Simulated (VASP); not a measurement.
Runs of VASP 6.6.1 on CO2. The structure is tetragonal, space group P4_2/mnm (No. 136). Conventional cell: a = 4.227 Å, b = 4.227 Å, c = 4.688 Å, α = 90.00°, β = 90.00°, γ = 90.00°. O (site symmetry m2m) is surrounded by 1 C at 1.17 Å. C (site symmetry mmm) is surrounded by 2 O at 1.17 Å. The cell comes from a database or a generator and needn't be the stable form of this composition.

| task | level | potentials or basis | cell | cutoff (eV) | smearing | optimiser | other keys | gap on the mesh (eV) | pressure (GPa) | largest force (eV/Å) |
| --- | --- | --- | --- | --- | --- | --- | --- | --- | --- | --- |
| density of states | r2SCAN | VASP PAW PBE potentials, release 64 (O, C) | as given | 520 | tetrahedron, uncorrected 0.3 eV | - | ISMEAR = -4; SIGMA = 0.3; NBANDS = 17 | 7.16 | (a) | 0.04 |
| single point | PBE | VASP PAW PBE potentials, release 64 (O_GW, C_GW) | as given | 550 | gaussian 0.02 eV | - | - | 6.58 | 3.1 | 0.44 |
| relaxation of the atoms | revPBE+D2 | VASP PAW PBE potentials, release 64 (O_GW, C_GW) | atoms relaxed from: volume scaled by 1.15 | 600 | gaussian 0.01 eV | BFGS | - | 6.72 | 0.1 | 0.01 |
| electron localisation function | BLYP+D4 | VASP PAW PBE potentials, release 64 (O, C) | as given | 520 | gaussian 0.01 eV | - | - | 6.53 | (b) | 0.78 |

Alike in all rows: no spin polarisation; k mesh 6 × 6 × 6.

Task: Fill in the values left out.

Result: (a) 0.2; (b) 2.4.

Caveats: the standard files for N, O and F lose accuracy on very short bonds; the PAW data sets were made with another functional, which shifts forces and pressure a little (some runs).

A k mesh can miss the band edges.
